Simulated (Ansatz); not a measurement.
# Formation energy of GdN in the wurtzite structure

Method: PBEsol, scalar-relativistic; collinear spin; PAW, 420 eV, 10×10×6 k-mesh, Gaussian smearing of 0.05 eV; code Ansatz. The datasets are Ansatz's generated set soft_2.

This is a trial structure; measured cells of the compound in the Crystallography Open Database are in space group Fm-3m (rock salt).

The structure is hexagonal, space group P6_3mc (No. 186). Conventional cell: a = 4.022 Å, b = 4.022 Å, c = 4.988 Å, α = 90.00°, β = 90.00°, γ = 120.00°. Gd (site symmetry 3m) has 5 N at 2.32 to 2.60 Å as nearest neighbours. N (site symmetry 3m) has 5 Gd at 2.32 to 2.60 Å as nearest neighbours. (Shells end 15 % past the nearest neighbour.)

The elements were computed in their standard states (gases as isolated molecules) with the same datasets, cutoff and functional. The compound's run is ferromagnetic, with site spin moments Gd 6.80; N -0.07 μB. Absolute energies hang on the potentials; compare differences alone.

Energy of the relaxed cell (4 atoms, smearing extrapolated to zero): -19219.286 eV. Elements, in eV/atom: Gd -9227.984, N -378.472.

Task: What is the formation energy?

Result: [-19219.286 − (2 × -9227.984 + 2 × -378.472)] / 4 = -1.59 eV/atom, or -154 kJ per mole of atoms.

The value is for 0 K, without zero-point energy and without any correction for the binding of gas molecules. The functional's error in the binding of N₂ enters directly. A negative value shows stability against the elements alone, not against other compounds or structures.

Formal charges Gd³⁺, N³⁻ leave Gd³⁺ with an open 4f⁷ shell. A part-filled shell gives a gap only if something splits it: here on each such atom exchange fills one spin channel and leaves the other empty, so the half-filled shell acts almost as a closed one, and the gap is 0.40 eV.

Semilocal functionals without a U place occupied f levels too high and empty ones too low, so gaps that touch them come out too small. For elements this heavy, spin–orbit coupling would shift levels and gaps; it isn't included here. The run wasn't fully tested for a lower electronic state. Site moments are of spin, integrated over atomic spheres. Only parallel moments were tried, so the real magnetic order may be another.
